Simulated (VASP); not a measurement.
# InAs (F-43m) in VASP: further runs, part 2 of 2

VASP 6.6.1. Earlier steps stand in the parts before.

## Step 5: Single point, PBE

The input, INCAR:

```
SYSTEM = InAs
PREC = Accurate
ENCUT = 520
EDIFF = 1E-7
ISMEAR = 0
SIGMA = 0.022
LREAL = .False.
LASPH = .True.
NELM = 100
ALGO = Normal
ISIF = 2
LWAVE = .False.
LCHARG = .False.
GGA = PE
```

The input, KPOINTS:

```
regular mesh
0
Gamma
  8 8 8
  0 0 0
```

The input, POSCAR:

```
InAs
1.0
    0.0000000000      3.0180000000      3.0180000000
    3.0180000000      0.0000000000      3.0180000000
    3.0180000000      3.0180000000      0.0000000000
In As
1 1
Direct
    0.0000000000      0.0000000000      0.0000000000
    0.7500000000      0.7500000000      0.7500000000
```

Potentials or basis: VASP PAW PBE potentials, release 64 (In_d, As).

The run is started by

```
$ cat potpaw_PBE.64/In_d/POTCAR potpaw_PBE.64/As/POTCAR > POTCAR
$ mpirun -np 1 vasp_std > vasp.out
```

OUTCAR:

```text
SYSTEM = InAs
   PREC = Accurate
   ENCUT = 520
   EDIFF = 1E-7
   ISMEAR = 0
   LREAL = .False.
   LASPH = .True.
   NELM = 100
   ISIF = 2
   GGA = PE

 ion  position               nearest neighbor table
   1  0.000  0.000  0.000-   2 2.61   2 2.61   2 2.61   2 2.61
   2  0.750  0.750  0.750-   1 2.61   1 2.61   1 2.61   1 2.61

  LATTYP: Found a face centered cubic cell.
 ALAT       =     6.0360000000

  Lattice vectors:

 A1 = (   0.0000000000,   3.0180000000,   3.0180000000)
 A2 = (   3.0180000000,   0.0000000000,   3.0180000000)
 A3 = (   3.0180000000,   3.0180000000,   0.0000000000)

Analysis of symmetry for initial positions (statically):
=====================================================================
 Subroutine PRICEL returns:
 Original cell was already a primitive cell.

 Routine SETGRP: Setting up the symmetry group for a
 face centered cubic supercell.

 Subroutine GETGRP returns: Found 24 space group operations
 (whereof 24 operations were pure point group operations)
 out of a pool of 48 trial point group operations.

The static configuration has the point symmetry T_d .

Analysis of symmetry for dynamics (positions and initial velocities):
=====================================================================
 Subroutine PRICEL returns:
 Original cell was already a primitive cell.

 Routine SETGRP: Setting up the symmetry group for a
 face centered cubic supercell.

 Subroutine GETGRP returns: Found 24 space group operations
 (whereof 24 operations were pure point group operations)
 out of a pool of 48 trial point group operations.

The dynamic configuration has the point symmetry T_d .

 Subroutine INISYM returns: Found 24 space group operations
 (whereof 24 operations are pure point group operations),
 and found     1 'primitive' translations

----------------------------------------------------------------------------------------

                                     Primitive cell

  volume of cell :      54.9778

  direct lattice vectors                    reciprocal lattice vectors
     0.000000000  3.018000000  3.018000000    -0.165672631  0.165672631  0.165672631
     3.018000000  0.000000000  3.018000000     0.165672631 -0.165672631  0.165672631
     3.018000000  3.018000000  0.000000000     0.165672631  0.165672631 -0.165672631

  length of vectors
     4.268096531  4.268096531  4.268096531     0.286953414  0.286953414  0.286953414

  position of ions in fractional coordinates (direct lattice)
     0.000000000  0.000000000  0.000000000
     0.750000000  0.750000000  0.750000000

  ion indices of the primitive-cell ions
   primitive index   ion index
                 1           1
                 2           2

----------------------------------------------------------------------------------------

 KPOINTS: regular mesh

Automatic generation of k-mesh.
 Grid dimensions read from file:
 generate k-points for:    8    8    8

 Generating k-lattice:

  Cartesian coordinates                     Fractional coordinates (reciprocal lattice)
    -0.020709079  0.020709079  0.020709079     0.125000000  0.000000000  0.000000000
     0.020709079 -0.020709079  0.020709079     0.000000000  0.125000000  0.000000000
     0.020709079  0.020709079 -0.020709079     0.000000000  0.000000000  0.125000000

  Length of vectors
[... 39 lines left out ...]
   total plane-waves  NPLWV =  32768
   dimension x,y,z NGX =    32 NGY =   32 NGZ =   32
   dimension x,y,z NGXF=    64 NGYF=   64 NGZF=   64
   ions per type =               1   1
   NGX,Y,Z   is equivalent  to a cutoff of  12.46, 12.46, 12.46 a.u.
   NGXF,Y,Z  is equivalent  to a cutoff of  24.93, 24.93, 24.93 a.u.
 SYSTEM =  InAs
   PREC   = accura    normal or accurate (medium, high low for compatibility)
   ISTART =      0    job   : 0-new  1-cont  2-samecut
   ICHARG =      2    charge: 1-file 2-atom 10-const
   ISPIN  =      1    spin polarized calculation?
   LNONCOLLINEAR =      F non collinear calculations
   LSORBIT =      F    spin-orbit coupling
   LASPH  =      T    aspherical Exc in radial PAW
   ENCUT  =  520.0 eV  38.22 Ry    6.18 a.u.   7.94  7.94  7.94*2*pi/ulx,y,z
   NELM   =    100;   NELMIN=  2; NELMDL= -5     # of ELM steps
   EDIFF  = 0.1E-06   stopping-criterion for ELM
   LREAL  =      F    real-space projection
   EDIFFG = 0.1E-05   stopping-criterion for IOM
   NSW    =      0    number of steps for IOM
   IBRION =     -1    ionic relax: 0-MD 1-quasi-New 2-CG
   NFREE  =      0    steps in history (QN), initial steepest desc. (CG)
   ISIF   =      2    stress and relaxation
   ISYM   =      2    0-nonsym 1-usesym 2-fastsym
   POTIM  = 0.5000    time-step for ionic-motion
   TEBEG  =    0.0;   TEEND  =   0.0 temperature during run
   PSTRESS=    0.0 pullay stress
   NELECT =      18.0000    total number of electrons
   NUPDOWN=      -1.0000    fix difference up-down
   EMIN   =  10.00;   EMAX   =-10.00  energy-range for DOS
   EFERMI =   0.00;   METHOD = LEGACY
   ISMEAR =     0;   SIGMA  =   0.02  broadening in eV -4-tet -1-fermi 0-gaus
   EFERMI_NEDOS =   21; number of points for ismear=-14 and -15
   IALGO  =     38    algorithm
   IMIX   =      4    mixing-type and parameters
     AMIX     =   0.40;   BMIX     =  1.00
     AMIX_MAG =   1.60;   BMIX_MAG =  1.00
  volume/ion in A,a.u.               =      27.49       185.50
  Fermi-wavevector in a.u.,A,eV,Ry     =   1.128331  2.132236 17.321990  1.273130
  Thomas-Fermi vector in A             =   2.265020
   LORBIT       =      0    0 simple, 1 ext, 2 COOP (PROOUT), +10 PAW based schemes
   GGA     = PE    functional components
   LHFCALC =     F    Hartree Fock is set to
   AEXX    =    0.0000 exact exchange contribution
   IVDW    =     0    specifies the selected vdW correction
   LEPSILON=     F    determine dielectric tensor
   LRPA    =     F    only Hartree local field effects (RPA)
 non-spin polarized calculation
 Gauss-broadening in eV      SIGMA  =   0.02
  energy-cutoff  :      520.00
  volume of cell :       54.98
 maximum number of plane-waves:      1494
   NGX = 15   NGY = 15   NGZ = 15

 number of electron      17.9999991 magnetization

 Free energy of the ion-electron system (eV)
  ---------------------------------------------------
  ext. energy  EPLUGINS =         0.00000000
  ---------------------------------------------------
  free energy    TOTEN  =        -7.66127936 eV

  energy without entropy =       -7.66121308  energy(sigma->0) =       -7.66124622

 E-fermi :   4.5709     XC(G=0):  -9.1165

 val. band max:        4.5642030775   @ k =   0.0000   0.0000   0.0000
 cond. band min:       5.5326510215   @ k =   0.5000   0.0000   0.0000
 fundamental gap:      0.9684479440
 Fermi energy:         4.5709034947

 k-point     1 :       0.0000    0.0000    0.0000
  band No.  band energies     occupation
      1      -9.8397      2.00000
      2      -9.8397      2.00000
      3      -9.8397      2.00000
      4      -9.7116      2.00000
      5      -9.7116      2.00000
      6      -7.3326      2.00000
      7       4.3967      2.00000
      8       4.5642      1.33334
      9       4.5642      1.33334
     10       4.5642      1.33333
     11       8.4736      0.00000
     12       8.4736      0.00000
     13       8.4736      0.00000
[... 354 lines left out ...]
  band No.  band energies     occupation
      1      -9.9821      2.00000
      2      -9.7987      2.00000
      3      -9.7850      2.00000
      4      -9.7168      2.00000
      5      -9.7040      2.00000
      6      -5.5764      2.00000
      7      -1.0818      2.00000
      8       1.8109      2.00000
      9       2.9057      2.00000
     10       7.3836      0.00000
     11       8.6193      0.00000
     12      10.3733      0.00000
     13      11.6558      0.00000

 [... further k-points ...]

------------------------ aborting loop because EDIFF is reached ----------------------------------------

  FORCE on cell =-STRESS in cart. coord.  units (eV):
  Direction    XX          YY          ZZ          XY          YZ          ZX
  --------------------------------------------------------------------------------------
  -------------------------------------------------------------------------------------
  Total        1.4971421      1.4971421      1.4971421      0.0000000      0.0000000     -0.0000000
  in kB       43.6300688     43.6300688     43.6300688      0.0000000      0.0000000     -0.0000000
  external PRESSURE =      43.6300688 kB  Pullay stress =       0.0000000 kB

 VOLUME and BASIS-vectors are now :
 -----------------------------------------------------------------------------
  energy-cutoff  :      520.00
  volume of cell :       54.98
      direct lattice vectors                 reciprocal lattice vectors
     0.000000000  3.018000000  3.018000000    -0.165672631  0.165672631  0.165672631
     3.018000000  0.000000000  3.018000000     0.165672631 -0.165672631  0.165672631
     3.018000000  3.018000000  0.000000000     0.165672631  0.165672631 -0.165672631

 POSITION                                       TOTAL-FORCE (eV/Angst)
 -----------------------------------------------------------------------------------
      0.00000      0.00000      0.00000        -0.000000     -0.000000     -0.000000
      4.52700      4.52700      4.52700         0.000000      0.000000      0.000000
 -----------------------------------------------------------------------------------
    total drift:                                0.000000      0.000000      0.000000

  FREE ENERGIE OF THE ION-ELECTRON SYSTEM (eV)
  ---------------------------------------------------
  free  energy   TOTEN  =        -7.6612793614 eV

  energy  without entropy=       -7.6612130768  energy(sigma->0) =       -7.66124622
```

It took 18 s on 1 thread of Intel Xeon Platinum 8259CL at 2.50GHz (Skylake/Cascade Lake), shared host; peak memory 0.18 GiB.

What came out:

- Free energy: -7.6613 eV
- Pressure: 4.4 GPa
- Band gap on the k mesh: none (metal or under the smearing width)

Levels at points of the mesh, in eV from the Fermi level:
```csv
k point,band 5,band 6,band 7,band 8,band 9,band 10,band 11,band 12,band 13
"(0.00, 0.00, 0.00)",-14.28,-11.90,-0.17,-0.01,-0.01,-0.01,3.90,3.90,3.90
"(0.50, 0.00, 0.00)",-14.27,-10.42,-5.80,-1.00,-1.00,0.96,4.67,4.67,6.86
"(0.50, 0.50, 0.00)",-14.26,-9.87,-5.87,-2.35,-2.35,1.53,2.05,9.21,9.30
```

Caveat: this crystal is a semiconductor, whose small gap the functional closes, so the metal is an error of the method.

## Step 6: Summary

```csv
task,level,cell,cutoff (eV),smearing,gap on the mesh (eV),pressure (GPa),relaxed volume (Å³/atom)
relaxation of cell and atoms,PBEsol+D3,relaxed,600,fermi-dirac 0.05 eV,none,0.0,27.69
relaxation of cell and atoms,PBEsol+D3(BJ),relaxed,600,fermi-dirac 0.05 eV,none,0.0,27.40
single point,PBE,as given,520,gaussian 0.024 eV,none,4.4,-
single point,PBE,as given,520,gaussian 0.022 eV,none,4.4,-
```

Alike in all rows: potentials or basis VASP PAW PBE potentials, release 64 (In_d, As); no spin polarisation; k mesh 8 × 8 × 8.

Caveats: this crystal is a semiconductor, whose small gap the functional closes, so the metal is an error of the method; the PAW data sets were made with another functional, which shifts forces and pressure a little (some runs); pairwise dispersion overbinds metals, which lowers pressure and volume (some runs).

Total energies depend on the potentials used, so only differences within one code and one set of settings carry meaning.

## Step 7: How close it comes

Step 4. A measured gap of InAs is 0.418 eV (direct; 4.2 K; a printed reference work, data compilation); the calculated 0.00 eV misses it by -0.42 eV. Spin-orbit coupling on As, In is left out. The value is that of PBE on a finite k mesh, which can miss the band edges, without temperature or zero-point motion. Semilocal functionals fall short of measured gaps as a rule.

Step 5. A measured gap of InAs is 0.418 eV (direct; 4.2 K; a printed reference work, data compilation); the calculated 0.00 eV misses it by -0.42 eV. Spin-orbit coupling on As, In is left out. The value is that of PBE on a finite k mesh, which can miss the band edges, without temperature or zero-point motion. Semilocal functionals fall short of measured gaps as a rule.
